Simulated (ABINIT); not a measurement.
**ZnSe (Stilleite) in ABINIT: the effect of potentials**

ZnSe (Stilleite):

```
Se Zn
1.0
     0.00000    2.83380    2.83380
     2.83380    0.00000    2.83380
     2.83380    2.83380    0.00000
Se Zn
1 1
Cartesian
  4.2507 4.2507 4.2507
  0.0000 0.0000 0.0000
```

Alike in all runs:

```yaml
Program: ABINIT 10.8.3 (patched build)
Task: band structure
Functional: r2SCAN
k_mesh: 6 × 6 × 6
Occupations: fermi-dirac, width 0.05 eV
Spin: no spin polarisation
```

| potentials | cutoff | gap on the mesh (eV) | pressure (GPa) |
| --- | --- | --- | --- |
| Ansatz PAW PBE default generated set, frozen core | 490 eV | 1.86 | -0.1 |
| JTH PAW PBE v2.0 | 707 eV | 1.85 | 0.0 |
| Ansatz NC r2SCAN | 1578 eV | 1.88 | 0.0 |
| SG15 NC PBE v1.2 | 1143 eV | 1.79 | 0.7 |
| PseudoDojo NC SR PBE v0.4.1 standard | 1415 eV | ? | ? |

Problem. What does the run with potentials PseudoDojo NC SR PBE v0.4.1 standard give?

Solution. gap on the mesh 1.73 eV; pressure -0.5 GPa.

Caveats: the PAW data sets were made with another functional, which shifts forces and pressure a little (some runs); the potentials were made for another functional, which shifts forces and pressure (some runs); the atomic spheres overlap (some runs); a meta-GGA on potentials with a model core is unreliable (some runs).

The runs don't all hold the same shells in valence.
